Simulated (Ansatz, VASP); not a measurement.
**One calculation of Si, two programs**

File INCAR:

```
ALGO     = Normal         # electronic algorithm
EDIFF    = 1E-7           # SCF threshold, eV
ENCUT    = 520            # plane-wave cutoff, eV
GGA      = CA             # functional
ISIF     = 2              # what is computed and relaxed
ISMEAR   = 0              # smearing method
LASPH    = T              # aspherical terms in the spheres
LCHARG   = F              # write CHGCAR
LREAL    = F              # projectors in reciprocal space
LWAVE    = F              # write WAVECAR
NBANDS   = 11             # bands
NELM     = 80             # most SCF steps
PREC     = Accurate       # precision mode
SIGMA    = 0.05           # smearing width, eV
```

The input KPOINTS:

```
k-points
0
Gamma
  12 12 12
```

Contents of POSCAR:

```
Si
1.0
    0.0000000000      2.7846094363      2.7846094363
    2.7846094363      0.0000000000      2.7846094363
    2.7846094363      2.7846094363      0.0000000000
Si
2
Direct
    0.5000000000      0.5000000000      0.5000000000
    0.7500000000      0.7500000000      0.7500000000
```

Input for Ansatz:

```yaml
crystal:
  lattice:
    - [0.0, 2.7846094363, 2.7846094363]
    - [2.7846094363, 0.0, 2.7846094363]
    - [2.7846094363, 2.7846094363, 0.0]
  atoms:
    - { symbol: Si, position: [0.5, 0.5, 0.5] }
    - { symbol: Si, position: [0.75, 0.75, 0.75] }
basis:
  ecutwfc: 420
kpoints:
  mp_grid: { grid: [12, 12, 12] }
hamiltonian:
  xc: lda
  pseudopotentials: { kind: paw, azcp: { folder: soft_1 } }
scf:
  occupations: { method: gaussian, width: 0.05 }
output:
  forces: true
  stress: true
  eigenvalues: true
  write_density: true
  write_potential: true
  elf: true
  volumetric_format: npy
```

Alike in both runs: task single point; functional LDA; k mesh 12 × 12 × 12; occupations gaussian, width 0.05 eV; no spin polarisation.

```csv
,VASP,Ansatz
version,VASP 6.6.1,Ansatz 0.2.0
potentials or method,"VASP PAW LDA potentials, release 64 (Si)","scalar-relativistic, plane waves, PAW"
plane-wave cutoff (eV),520,420
valence electrons in the cell,8,8
```

VASP gave:

- gap on the k mesh at the Fermi level (eV): 0.59
- least direct gap on the mesh (eV): 2.29
- pressure (GPa): -7.2

Task: Estimate Ansatz's values.

Result: gap on the k mesh at the Fermi level (eV): 0.59; least direct gap on the mesh (eV): 2.28; pressure (GPa): -7.3.

Ansatz warned: «pseudo_functional_mismatch».

A k mesh can miss the band edges.
